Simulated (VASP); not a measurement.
The system is PbSe (Clausthalite).

```
Pb Se
1.0
     0.00000    3.06065    3.06065
     3.06065    0.00000    3.06065
     3.06065    3.06065    0.00000
Pb Se
1 1
Cartesian
  0.0000 0.0000 0.0000
  3.0606 3.0606 3.0606
```

- Program: VASP 6.6.1
- Task: relaxation of cell and atoms
- Functional: vdW-DF
- Potentials or basis: VASP PAW PBE potentials, release 64 (Pb_d, Se)
- Cutoff: 600 eV
- k mesh: 8 × 8 × 8
- Occupations: fermi-dirac, width 0.05 eV
- Spin: no spin polarisation

At the start: pressure 5.3 GPa; volume 28.67 Å³/atom.

**Question.** Where does the relaxation end?

**Answer.** Over 3 steps the energy falls by 46.1 meV/atom and the volume is 31.71 Å³/atom (+10.6 %); space group Fm-3m (No. 225, to 0.05 Å).

The path:
```csv
step,energy change (eV),largest force (eV/Å),pressure (GPa),volume (Å³)
1,0.0000,0.0000,5.30,57.34
2,-0.0832,0.0000,-1.29,65.59
3,-0.0921,0.0000,0.02,63.41
```

Final structure:
```
Pb Se
1.0
     0.00000    3.16507    3.16507
     3.16507    0.00000    3.16507
     3.16507    3.16507    0.00000
Pb Se
1 1
Cartesian
  0.0000 0.0000 0.0000
  3.1651 3.1651 3.1651
```

The cell as given is a measured one (28.67 Å³/atom); vdW-DF puts the equilibrium volume +10.6 % from it, thermal expansion not counted.

Caveat: the PAW data sets were made with another functional, which shifts forces and pressure a little; the volume moved by +11 % from the deposited cell, more than functionals usually miss.
